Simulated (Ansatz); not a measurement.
# HfN, one cell by several methods

```
Hf N
1.0
     0.00000    2.25900    2.25900
     2.25900    0.00000    2.25900
     2.25900    2.25900    0.00000
Hf N
1 1
Direct
  0.00000 0.00000 0.00000
  0.50000 0.50000 0.50000
```

Atoms are numbered in the order listed.

Conventional cell: a = 4.518 Å, b = 4.518 Å, c = 4.518 Å, α = 90.00°, β = 90.00°, γ = 90.00°. Hf (atom 1) is surrounded by 6 N at 2.26 Å. Around N (atom 2) lie 6 Hf at 2.26 Å.

The cell comes from COD entry 1539063, which wasn't checked; take it as a given geometry.

Spin polarisation is left out, and whether a magnetic state lies lower isn't shown here.

Spin–orbit coupling is left out, though it moves levels of the heavy atoms by tenths of an eV or more.

All numbers are computed: DFT, LDA, PAW with Ansatz's default frozen-core files, scalar-relativistic (Ansatz 0.2.0); DFT, LDA, all-electron LAPW, scalar-relativistic (Ansatz 0.2.0).

For PAW: a Γ-centred 10×10×10 k mesh, Fermi–Dirac smearing of 0.03 eV, cutoff 420 eV, no spin polarisation; the PAW files were made with PBE, and the program remakes their frozen cores for this functional. LAPW targets a basis error of 1 meV/atom. The Ansatz runs share mesh, smearing and spin set-up. Plane-wave (PAW) pressures include the program's estimate of the Pulay term.

Stress and pressure are positive in compression.

Levels count from the Fermi level.

```csv
quantity,PAW,LAPW
pressure (GPa),?,-9.26
highest filled level at K (eV),-0.868,-0.868
lowest empty level at K (eV),3.816,3.818
highest filled level at Γ (eV),-0.437,-0.440
highest filled level at X (eV),-3.612,-3.609
lowest empty level at X (eV),3.996,3.995
```

What belongs in the row "pressure (GPa)", column "PAW"?

-9.36.
